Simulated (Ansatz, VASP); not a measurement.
## Two plane-wave programs on HfO2

The input INCAR:

```
SYSTEM = HfO2
ALGO = Normal
EDIFF = 1E-6
ENCUT = 520
GGA = PE
ISIF = 2
ISMEAR = 0
LASPH = .True.
LCHARG = .True.
LELF = .True.
LREAL = .False.
LVHAR = .True.
LWAVE = .False.
NBANDS = 18
NELM = 60
PREC = Accurate
SIGMA = 0.01
```

File KPOINTS:

```
k-points
0
Gamma
  8 8 8
  0 0 0
```

POSCAR

```
HfO2
1.0
    0.0000000000      2.5987950507      2.5987950507
    2.5987950507      0.0000000000      2.5987950507
    2.5987950507      2.5987950507      0.0000000000
Hf O
1 2
Direct
    0.0000000000      0.0000000000      0.0000000000
    0.2500000000      0.2500000000      0.2500000000
    0.7500000000      0.7500000000      0.7500000000
```

Input for Ansatz:

```yaml
crystal:
  lattice:
    - [0.0, 2.5987950507, 2.5987950507]
    - [2.5987950507, 0.0, 2.5987950507]
    - [2.5987950507, 2.5987950507, 0.0]
  atoms:
    - { symbol: Hf, position: [0.0, 0.0, 0.0] }
    - { symbol: O, position: [0.25, 0.25, 0.25] }
    - { symbol: O, position: [0.75, 0.75, 0.75] }
kpoints:
  mp_grid: { grid: [8, 8, 8] }
hamiltonian:
  xc: pbe
scf:
  occupations: { method: fixed }
  n_extra_bands: 4
output:
  forces: true
  stress: true
  eigenvalues: true
```

Alike in both runs: task single point; functional PBE; k mesh 8 × 8 × 8; no spin polarisation.

|  | VASP | Ansatz |
| --- | --- | --- |
| version | VASP 6.6.1 | Ansatz 0.2.0 |
| potentials or method | VASP PAW PBE potentials, release 64 (Hf_pv, O) | plane waves, PAW |
| plane-wave cutoff (eV) | 520 | 420 |
| occupations | gaussian, width 0.01 eV | fixed |
| valence electrons in the cell | 22 | 38 |

VASP gave:

| Quantity | Value |
| --- | --- |
| gap on the k mesh at the Fermi level (eV) | 3.60 |
| pressure (GPa) | -15.8 |

Question: Which values does Ansatz return?

Answer: gap on the k mesh at the Fermi level (eV): 3.60; pressure (GPa): -12.7.

The two sets of potentials don't hold the same shells in valence.

Caveats: so large a pressure means that the cell lies far from this level's equilibrium, or that cutoff or potentials fall short (VASP); spin-orbit coupling is left out, which moves the levels of the heavy elements. A k mesh can miss the band edges. PBE gaps usually lie below the measured ones, often by a third to a half.
